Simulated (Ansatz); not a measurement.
## NbAs under changes of volume

One of the cells (17.395 Å³/atom); the others are scaled copies at fixed shape and fractional positions:

```xyz
4
Lattice="-1.7259 1.7259 5.8400 1.7259 -1.7259 5.8400 1.7259 1.7259 -5.8400" Properties=species:S:1:pos:R:3 pbc="T T T"
Nb    0.0000    1.7259    0.0000
Nb    0.0000    0.0000    8.7600
As    0.0000    1.7259    4.8589
As    0.0000    0.0000    1.9389
```

| Item | Value |
| --- | --- |
| Program | Ansatz 0.2.0 |
| Functional | PBEsol |
| Potentials or basis | all-electron LAPW, scalar-relativistic |
| Cutoff | 247 eV (chosen from the basis error) |
| Basis error allowed | 0.002 eV/atom |
| k mesh | 11 × 11 × 11 |
| Occupations | fermi-dirac, width 0.05 eV |
| Spin | no spin polarisation |

| volume (Å³/atom) | energy over the lowest point (meV/atom) | pressure (GPa) | largest force (eV/Å) |
| --- | --- | --- | --- |
| 16.351 | 22.83 | 9.6 | 0.371 |
| 16.699 | ? | ? | ? |
| 17.047 | 0.00 | 1.2 | 0.314 |
| 17.395 | 1.32 | -2.3 | 0.288 |
| 17.743 | 9.96 | -5.5 | 0.263 |
| 18.091 | 25.16 | -8.4 | 0.241 |
| 18.438 | 46.24 | -10.9 | 0.219 |

Problem. What does the run at 16.699 Å³/atom give?

Solution. Energy over the lowest point 6.86 meV/atom; pressure 5.2 GPa; largest force 0.341 eV/Å.

Worked out: A Birch-Murnaghan fit of order 3 (a polynomial in V^(-2/3)) to the other rows has its minimum at 17.16 Å³/atom with B0 = V·E''(V) = 179 GPa and B' = 4.3 at fixed shape and positions, which overstates the stiffness. It gives 6.87 meV/atom at 16.699 Å³/atom, against the run's 6.86, and -dE/dV = 5.2 GPa, against 5.2.

Energies are extrapolated to zero smearing.
